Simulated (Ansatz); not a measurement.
The system is Ir.

```
Ir
1.0
     2.75138    0.00000    0.00000
    -1.37569    2.38276    0.00000
     0.00000    0.00000    4.46229
Ir
2
Direct
  0.33333 0.66667 0.25000
  0.66667 0.33333 0.75000
```

This isn't the form of Ir at room conditions, which is fcc.

```yaml
Program: Ansatz 0.2.0
Task: relaxation of cell and atoms
Functional: PBEsol
Potentials_or_basis: Ansatz PAW
Cutoff: "420 eV (not typed: the program's choice for these potentials)"
k_mesh: 11 × 11 × 6
Occupations: fermi-dirac, width 0.05 eV
Spin: no spin polarisation
```

At the start: volume 14.63 Å³/atom.

**Question.** Where does the relaxation end?

**Answer.** It ends after 5 steps and the volume is 14.12 Å³/atom (-3.5 %); space group P6_3/mmc (No. 194, to 0.05 Å).

The path:
| step | energy change (eV) | largest force (eV/Å) | volume (Å³) |
| --- | --- | --- | --- |
| 1 | 0.0000 | 0.0000 | 29.25 |
| 2 | -0.0400 | 0.0000 | 28.39 |
| 3 | -0.0410 | 0.0000 | 28.23 |
| 4 | -0.0410 | 0.0000 | 28.24 |
| 5 | -0.0405 | 0.0000 | 28.24 |

Final structure:
```
CELL_PARAMETERS angstrom
2.71970 0.00000 0.00000
-1.35985 2.35533 0.00000
0.00000 0.00000 4.40822
ATOMIC_POSITIONS crystal
Ir 0.33333 0.66667 0.25000
Ir 0.66667 0.33333 0.75000
```

Caveat: the plane-wave basis is chosen anew once the cell has moved, so the energies of steps on either side of that aren't comparable; the PAW data sets come from PBE, with cores solved anew for the run's functional, which leaves a small shift of forces and pressure.
